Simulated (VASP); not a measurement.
# ScAl3 (Pm-3m) in VASP: further runs

One crystal, ScAl3, is run at these levels: PBE; tasks: single point, relaxation of cell and atoms.

Program: VASP 6.6.1. These are calculated values, not measurements. Logs are shortened: lines on timing, memory, paths and dates and some standing lists are left out, and cuts for length are marked.

### 1 The structure

It takes space group Pm-3m (No. 221, cubic). The conventional cell has a = 4.105 Å, b = 4.105 Å, c = 4.105 Å, α = 90.00°, β = 90.00°, γ = 90.00°. Sc (site symmetry m-3m) is surrounded by 12 Al at 2.90 Å. Al (site symmetry 4/mmm) has 4 Sc at 2.90 Å and 8 Al at 2.90 Å as nearest neighbours.

The cell is a database's computed one.

### 2 Single point, PBE

Contents of INCAR:

```
SYSTEM = ScAl3
PREC = Accurate ; ENCUT = 520
EDIFF = 1E-7 ; ISMEAR = 0
SIGMA = 0.1 ; LREAL = .False.
LASPH = .True. ; NELM = 100
ALGO = Normal ; ISIF = 2
LWAVE = .False. ; LCHARG = .False.
GGA = PE ; NBANDS = 18
```

Contents of KPOINTS:

```
Automatic mesh
0
Gamma
  10 10 10
  0 0 0
```

Contents of POSCAR:

```
ScAl3
1.0
    4.1049207875      0.0000000000      0.0000000000
    0.0000000000      4.1049207875      0.0000000000
    0.0000000000      0.0000000000      4.1049207875
Sc Al
1 3
Direct
    0.0000000000      0.0000000000      0.0000000000
    0.5000000000      0.0000000000      0.5000000000
    0.0000000000      0.5000000000      0.5000000000
    0.5000000000      0.5000000000      0.0000000000
```

Potentials or basis: VASP PAW PBE potentials, release 64 (Sc_sv, Al).

The run is started by

```bash
cat potpaw_PBE.64/Sc_sv/POTCAR potpaw_PBE.64/Al/POTCAR > POTCAR
mpirun -np 1 vasp_std > vasp.out
```

OUTCAR:

```text
SYSTEM = ScAl3
   PREC = Accurate
   ENCUT = 520
   EDIFF = 1E-7
   ISMEAR = 0
   LREAL = .False.
   LASPH = .True.
   NELM = 100
   ISIF = 2
   GGA = PE

 ion  position               nearest neighbor table
   1  0.000  0.000  0.000-   2 2.90   3 2.90   4 2.90   2 2.90   3 2.90   3 2.90   4 2.90   3 2.90
                             2 2.90   4 2.90   2 2.90   4 2.90
   2  0.500  0.000  0.500-   1 2.90   3 2.90   4 2.90   1 2.90   4 2.90   3 2.90   4 2.90   4 2.90
                             1 2.90   3 2.90   1 2.90   3 2.90
   3  0.000  0.500  0.500-   1 2.90   2 2.90   4 2.90   1 2.90   4 2.90   1 2.90   2 2.90   1 2.90
                             2 2.90   4 2.90   4 2.90   2 2.90
   4  0.500  0.500  0.000-   1 2.90   2 2.90   3 2.90   2 2.90   3 2.90   1 2.90   2 2.90   2 2.90
                             1 2.90   3 2.90   3 2.90   1 2.90

  LATTYP: Found a simple cubic cell.
 ALAT       =     4.1049207875

  Lattice vectors:

 A1 = (   4.1049207875,   0.0000000000,   0.0000000000)
 A2 = (   0.0000000000,   4.1049207875,   0.0000000000)
 A3 = (   0.0000000000,   0.0000000000,   4.1049207875)

Analysis of symmetry for initial positions (statically):
=====================================================================
 Subroutine PRICEL returns:
 Original cell was already a primitive cell.

 Routine SETGRP: Setting up the symmetry group for a
 simple cubic supercell.

 Subroutine GETGRP returns: Found 48 space group operations
 (whereof 48 operations were pure point group operations)
 out of a pool of 48 trial point group operations.

The static configuration has the point symmetry O_h .

Analysis of symmetry for dynamics (positions and initial velocities):
=====================================================================
 Subroutine PRICEL returns:
 Original cell was already a primitive cell.

 Routine SETGRP: Setting up the symmetry group for a
 simple cubic supercell.

 Subroutine GETGRP returns: Found 48 space group operations
 (whereof 48 operations were pure point group operations)
 out of a pool of 48 trial point group operations.

The dynamic configuration has the point symmetry O_h .

 Subroutine INISYM returns: Found 48 space group operations
 (whereof 48 operations are pure point group operations),
 and found     1 'primitive' translations

----------------------------------------------------------------------------------------

                                     Primitive cell

  volume of cell :      69.1695

  direct lattice vectors                    reciprocal lattice vectors
     4.104920788  0.000000000  0.000000000     0.243610060  0.000000000  0.000000000
     0.000000000  4.104920788  0.000000000     0.000000000  0.243610060  0.000000000
     0.000000000  0.000000000  4.104920788     0.000000000  0.000000000  0.243610060

  length of vectors
     4.104920788  4.104920788  4.104920788     0.243610060  0.243610060  0.243610060

  position of ions in fractional coordinates (direct lattice)
     0.000000000  0.000000000  0.000000000
     0.500000000  0.000000000  0.500000000
     0.000000000  0.500000000  0.500000000
     0.500000000  0.500000000  0.000000000

  ion indices of the primitive-cell ions
   primitive index   ion index
                 1           1
                 2           2
                 3           3
                 4           4

----------------------------------------------------------------------------------------

 KPOINTS: Automatic mesh

Automatic generation of k-mesh.
 Grid dimensions read from file:
 generate k-points for:   10   10   10

 Generating k-lattice:

  Cartesian coordinates                     Fractional coordinates (reciprocal lattice)
     0.024361006  0.000000000  0.000000000     0.100000000  0.000000000  0.000000000
     0.000000000  0.024361006  0.000000000     0.000000000  0.100000000  0.000000000
     0.000000000  0.000000000  0.024361006     0.000000000  0.000000000  0.100000000

  Length of vectors
     0.024361006  0.024361006  0.024361006

  Shift w.r.t. Gamma in fractional coordinates (k-lattice)
     0.000000000  0.000000000  0.000000000

 Subroutine IBZKPT returns following result:
 ===========================================

 Found     56 irreducible k-points:

 Following reciprocal coordinates:
            Coordinates               Weight
  0.000000  0.000000  0.000000      1.000000
  0.100000  0.000000  0.000000      6.000000
  0.200000  0.000000  0.000000      6.000000
  0.300000  0.000000  0.000000      6.000000
  0.400000  0.000000  0.000000      6.000000
  0.500000  0.000000  0.000000      3.000000
[... 16 lines left out ...]
  0.200000  0.100000  0.100000     24.000000
  0.300000  0.100000  0.100000     24.000000
 [... further k-points ...]
   k-points           NKPTS =     56   k-points in BZ     NKDIM =     56   number of bands    NBANDS=     18
   number of dos      NEDOS =    301   number of ions     NIONS =      4
   total plane-waves  NPLWV =  32768
   dimension x,y,z NGX =    32 NGY =   32 NGZ =   32
   dimension x,y,z NGXF=    64 NGYF=   64 NGZF=   64
   ions per type =               1   3
   NGX,Y,Z   is equivalent  to a cutoff of  12.96, 12.96, 12.96 a.u.
   NGXF,Y,Z  is equivalent  to a cutoff of  25.92, 25.92, 25.92 a.u.
 SYSTEM =  ScAl3
   PREC   = accura    normal or accurate (medium, high low for compatibility)
   ISTART =      0    job   : 0-new  1-cont  2-samecut
   ICHARG =      2    charge: 1-file 2-atom 10-const
   ISPIN  =      1    spin polarized calculation?
   LNONCOLLINEAR =      F non collinear calculations
   LSORBIT =      F    spin-orbit coupling
   LASPH  =      T    aspherical Exc in radial PAW
   ENCUT  =  520.0 eV  38.22 Ry    6.18 a.u.   7.63  7.63  7.63*2*pi/ulx,y,z
   NELM   =    100;   NELMIN=  2; NELMDL= -5     # of ELM steps
   EDIFF  = 0.1E-06   stopping-criterion for ELM
   LREAL  =      F    real-space projection
   EDIFFG = 0.1E-05   stopping-criterion for IOM
   NSW    =      0    number of steps for IOM
   IBRION =     -1    ionic relax: 0-MD 1-quasi-New 2-CG
   NFREE  =      0    steps in history (QN), initial steepest desc. (CG)
   ISIF   =      2    stress and relaxation
   ISYM   =      2    0-nonsym 1-usesym 2-fastsym
   POTIM  = 0.5000    time-step for ionic-motion
   TEBEG  =    0.0;   TEEND  =   0.0 temperature during run
   PSTRESS=    0.0 pullay stress
   NELECT =      20.0000    total number of electrons
   NUPDOWN=      -1.0000    fix difference up-down
   EMIN   =  10.00;   EMAX   =-10.00  energy-range for DOS
   EFERMI =   0.00;   METHOD = LEGACY
   ISMEAR =     0;   SIGMA  =   0.10  broadening in eV -4-tet -1-fermi 0-gaus
   EFERMI_NEDOS =   21; number of points for ismear=-14 and -15
   IALGO  =     38    algorithm
   IMIX   =      4    mixing-type and parameters
     AMIX     =   0.40;   BMIX     =  1.00
     AMIX_MAG =   1.60;   BMIX_MAG =  1.00
  volume/ion in A,a.u.               =      17.29       116.69
  Fermi-wavevector in a.u.,A,eV,Ry     =   1.082547  2.045717 15.944773  1.171908
  Thomas-Fermi vector in A             =   2.218591
   LORBIT       =      0    0 simple, 1 ext, 2 COOP (PROOUT), +10 PAW based schemes
   GGA     = PE    functional components
   LHFCALC =     F    Hartree Fock is set to
   AEXX    =    0.0000 exact exchange contribution
   IVDW    =     0    specifies the selected vdW correction
   LEPSILON=     F    determine dielectric tensor
   LRPA    =     F    only Hartree local field effects (RPA)
 non-spin polarized calculation
 Gauss-broadening in eV      SIGMA  =   0.10
  energy-cutoff  :      520.00
  volume of cell :       69.17
 maximum number of plane-waves:      1888
 NGX is ok and might be reduce to    32
   NGX = 15   NGY = 15   NGZ = 15

 number of electron      19.9999997 magnetization

 Free energy of the ion-electron system (eV)
  ---------------------------------------------------
  ext. energy  EPLUGINS =         0.00000000
  ---------------------------------------------------
  free energy    TOTEN  =       -19.30063883 eV

  energy without entropy =      -19.29438307  energy(sigma->0) =      -19.29751095

 E-fermi :   7.1770     XC(G=0): -10.3682

 val. band max:        7.1212799148   @ k =   0.5000   0.1000   0.1000
 cond. band min:       7.1943849167   @ k =   0.3000   0.0000   0.0000
 fundamental gap:      0.0731050019
 Fermi energy:         7.1770137560

 k-point     1 :       0.0000    0.0000    0.0000
  band No.  band energies     occupation
      1     -41.8528      2.00000
      2     -20.5514      2.00000
      3     -20.5514      2.00000
      4     -20.5514      2.00000
      5      -2.8051      2.00000
      6       4.5553      2.00000
[... 10 lines left out ...]
     17      12.3990      0.00000
     18      12.3990      0.00000

 k-point     2 :       0.1000    0.0000    0.0000
  band No.  band energies     occupation
      1     -41.8526      2.00000
      2     -20.5544      2.00000
      3     -20.5512      2.00000
      4     -20.5512      2.00000
      5      -2.7138      2.00000
      6       3.7780      2.00000
[... 10 lines left out ...]
     17      12.4699      0.00000
     18      12.4699      0.00000

 k-point     3 :       0.2000    0.0000    0.0000
  band No.  band energies     occupation
      1     -41.8523      2.00000
      2     -20.5620      2.00000
      3     -20.5506      2.00000
      4     -20.5506      2.00000
      5      -2.4426      2.00000
      6       2.6286      2.00000
[... 10 lines left out ...]
     17      12.3314      0.00000
     18      12.3956      0.00000

 k-point     4 :       0.3000    0.0000    0.0000
  band No.  band energies     occupation
      1     -41.8520      2.00000
      2     -20.5714      2.00000
      3     -20.5499      2.00000
      4     -20.5499      2.00000
      5      -2.0013      2.00000
      6       1.4981      2.00000
[... 375 lines left out ...]
      4     -20.5537      2.00000
      5      -2.5327      2.00000
      6       3.7626      2.00000
[... 10 lines left out ...]
     17      12.6263      0.00000
     18      12.7055      0.00000

 k-point    23 :       0.2000    0.1000    0.1000
  band No.  band energies     occupation
      1     -41.8521      2.00000
      2     -20.5614      2.00000
      3     -20.5534      2.00000
      4     -20.5530      2.00000
      5      -2.2648      2.00000
      6       2.7584      2.00000
[... 10 lines left out ...]
     17      12.1058      0.00000
     18      12.4859      0.00000

 k-point    24 :       0.3000    0.1000    0.1000
  band No.  band energies     occupation
      1     -41.8517      2.00000
      2     -20.5707      2.00000
      3     -20.5526      2.00000
      4     -20.5523      2.00000
      5      -1.8292      2.00000
      6       1.6500      2.00000
[... 10 lines left out ...]
     17      11.9194      0.00000
     18      12.6852      0.00000

 [... further k-points ...]
[... 5 lines left out ...]
  --------------------------------------------------------------------------------------
  -------------------------------------------------------------------------------------
  Total        0.0151799      0.0151799      0.0151799      0.0000000      0.0000000     -0.0000000
  in kB        0.3516135      0.3516135      0.3516135      0.0000000      0.0000000     -0.0000000
  external PRESSURE =       0.3516135 kB  Pullay stress =       0.0000000 kB

 VOLUME and BASIS-vectors are now :
 -----------------------------------------------------------------------------
  energy-cutoff  :      520.00
  volume of cell :       69.17
      direct lattice vectors                 reciprocal lattice vectors
     4.104920788  0.000000000  0.000000000     0.243610060  0.000000000  0.000000000
     0.000000000  4.104920788  0.000000000     0.000000000  0.243610060  0.000000000
     0.000000000  0.000000000  4.104920788     0.000000000  0.000000000  0.243610060

 POSITION                                       TOTAL-FORCE (eV/Angst)
 -----------------------------------------------------------------------------------
      0.00000      0.00000      0.00000         0.000000      0.000000      0.000000
      2.05246      0.00000      2.05246         0.000000      0.000000      0.000000
      0.00000      2.05246      2.05246         0.000000      0.000000      0.000000
      2.05246      2.05246      0.00000         0.000000      0.000000      0.000000
 -----------------------------------------------------------------------------------
    total drift:                                0.000000      0.000000      0.000000

  FREE ENERGIE OF THE ION-ELECTRON SYSTEM (eV)
  ---------------------------------------------------
  free  energy   TOTEN  =       -19.3006388334 eV

  energy  without entropy=      -19.2943830694  energy(sigma->0) =      -19.29751095
```

Wall time 23 s (1 thread of Intel Xeon 6975P-C (Granite Rapids), shared host); peak memory 0.21 GiB.

Results:

```
Free energy            : -19.3006 eV
Pressure               : 0.0 GPa
Band gap on the k mesh : none (metal or under the smearing width)
```

(Continued in part 2 of 2.)
